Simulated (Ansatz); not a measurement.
A 6-atom cell of HfSiO₄ built on tetragonal HfO2 (relaxed group P-4m2): a relaxation of cell and atoms in Ansatz 0.2.0 (PBE). The start is a rough guess from atomic radii.

Input (YAML):
```yaml
crystal:
  lattice:
    - [3.24750128, 0.0, 0.0]
    - [0.0, 3.24750128, 0.0]
    - [0.0, 0.0, 4.72049878]
  atoms:
    - { symbol: Hf, position: [0.5, 0.5, 0.5] }
    - { symbol: Si, position: [0.0, 0.0, 0.0] }
    - { symbol: O, position: [0.5, 0.0, 0.69720788] }
    - { symbol: O, position: [0.0, 0.5, 0.80279212] }
    - { symbol: O, position: [0.0, 0.5, 0.30279212] }
    - { symbol: O, position: [0.5, 0.0, 0.19720788] }
kpoints:
  mp_grid: { grid: [8, 8, 6] }
hamiltonian:
  xc: pbe
scf:
  occupations: { method: fermi_dirac, width: 0.02 }
relax:
  f_tol: 0.005
  cell: {}
```

Command: `ansatz run input.yaml --threads 4 --pin off --max-ram 6451MiB --backend cpu --events-out ev --progress --plain --runs-dir out`.

Q: What wall time did it need on 4 threads of Arm Neoverse V1 (shared host), and how much host memory at the peak?

A: About 68 s, with a peak of 0.42 GiB.

Abridged output:
```
Pseudopotential: Hf, paw, valence charge 26, recommended cutoff 420 eV (normal)
Pseudopotential: Si, paw, valence charge 4, recommended cutoff 420 eV (normal)
Pseudopotential: O, paw, valence charge 6, recommended cutoff 420 eV (normal)
Functional definition: PBE
Crystal: 6 atoms, lattice volume = 49.784 Å³
Basis set: ecut = 420 eV, 983 PW (Γ)
Bands: 33, of which v1, the nominal top of the filled ones, is band 27 counted from 1 (26 counted from 0)
Symmetry: 8 space group operations
Space group: P-4m2 (ITA 115)
k-points: 60 of 384 (time reversal used)
relax step 1: F+E_penalty+E_count = -18629.40218541 eV  max|allowed force component| = 4.585e0 eV/Å  Δτ_max = 0.0000 Å  P = +66.742 GPa  Ω = 49.784 Å³
relax step 2: F+E_penalty+E_count = -18631.61363302 eV  max|allowed force component| = 7.725e-1 eV/Å  Δτ_max = 0.1209 Å  P = +13.580 GPa  Ω = 55.697 Å³
relax step 3: F+E_penalty+E_count = -18631.86434280 eV  max|allowed force component| = 9.215e-1 eV/Å  Δτ_max = 0.0334 Å  P = +2.214 GPa  Ω = 57.986 Å³
relax step 4: F+E_penalty+E_count = -18631.98310569 eV  max|allowed force component| = 6.181e-1 eV/Å  Δτ_max = 0.0502 Å  P = -3.193 GPa  Ω = 59.631 Å³
relax step 5: F+E_penalty+E_count = -18632.05157547 eV  max|allowed force component| = 2.334e-1 eV/Å  Δτ_max = 0.0676 Å  P = -1.812 GPa  Ω = 60.178 Å³
relax step 6: F+E_penalty+E_count = -18632.05564853 eV  max|allowed force component| = 1.433e-1 eV/Å  Δτ_max = 0.0120 Å  P = +0.493 GPa  Ω = 59.851 Å³
relax step 7: F+E_penalty+E_count = -18632.05664709 eV  max|allowed force component| = 6.838e-3 eV/Å  Δτ_max = 0.0049 Å  P = +0.074 GPa  Ω = 59.882 Å³
[…]
relax step 20: F+E_penalty+E_count = -18632.33406646 eV  max|allowed force component| = 1.227e-4 eV/Å  Δτ_max = 0.0042 Å  P = +0.019 GPa  Ω = 63.345 Å³
relax step 21: F+E_penalty+E_count = -18632.33372102 eV  max|allowed force component| = 6.450e-3 eV/Å  Δτ_max = 0.0012 Å  P = -0.079 GPa  Ω = 63.411 Å³
relax step 22: F+E_penalty+E_count = -18632.33381679 eV  max|allowed force component| = 9.224e-5 eV/Å  Δτ_max = 0.0001 Å  P = -0.001 GPa  Ω = 63.393 Å³
relax step 23: F+E_penalty+E_count = -18632.33493377 eV  max|allowed force component| = 3.069e-4 eV/Å  Δτ_max = 0.0000 Å  P = +0.007 GPa  Ω = 63.393 Å³  (SCF on a basis re-selected at this cell)
relax step 24: F+E_penalty+E_count = -18632.33470526 eV  max|allowed force component| = 6.869e-4 eV/Å  Δτ_max = 0.0013 Å  P = +0.001 GPa  Ω = 63.440 Å³
relax step 25: F+E_penalty+E_count = -18632.33499325 eV  max|allowed force component| = 7.301e-4 eV/Å  Δτ_max = 0.0000 Å  P = +0.003 GPa  Ω = 63.440 Å³  (SCF on a basis re-selected at this cell)
SCF converged after 6 iterations
Free energy (F): -18632.334993 eV
Fermi energy:    12.145381 eV
--- Stress (GPa, compression-positive) ---
       -0.005853       0.000000       0.000000
        0.000000      -0.005853       0.000000
        0.000000       0.000000       0.020698
  P = ⅓ Tr σ = 0.0030 GPa (0.030 kbar)
--- Relaxed structure (20 steps of the walk, 20 accepted, 5 SCFs on fresh bases) ---
  F+E_penalty+E_count = -18632.33499325 eV   max|allowed force component| = 7.301e-4 eV/Å
  cell:  # Å, volume = 63.4396 Å³
    - [3.316117, 0.000000, 0.000000]
    - [0.000000, 3.316117, 0.000000]
    - [0.000000, 0.000000, 5.769004]
  atoms:
    - { symbol: Hf, position: [0.500000, 0.500000, 0.500000] }
    - { symbol: Si, position: [0.000000, 0.000000, 0.000000] }
    - { symbol: O, position: [0.500000, 0.000000, 0.675432] }
    - { symbol: O, position: [0.000000, 0.500000, 0.877622] }
    - { symbol: O, position: [0.000000, 0.500000, 0.324568] }
    - { symbol: O, position: [0.500000, 0.000000, 0.122378] }
```

The walk took 20 steps and changed the volume by +27.4 %. The last SCF, on a fresh basis, lies 489 meV an atom below the first. At the end: it is tetragonal, P-4m2 (No. 115); a = 3.316 Å, c = 5.769 Å in the conventional setting, 10.57 Å³ an atom. Hf is surrounded by 4 O at 1.94 Å; Si is surrounded by 4 O at 1.80 Å; O is surrounded by 2 Hf at 1.94 Å; O is surrounded by 2 Si at 1.80 Å.

Values at 0 K without nuclear motion; spin polarisation is off, and the phase may be a hypothetical one.
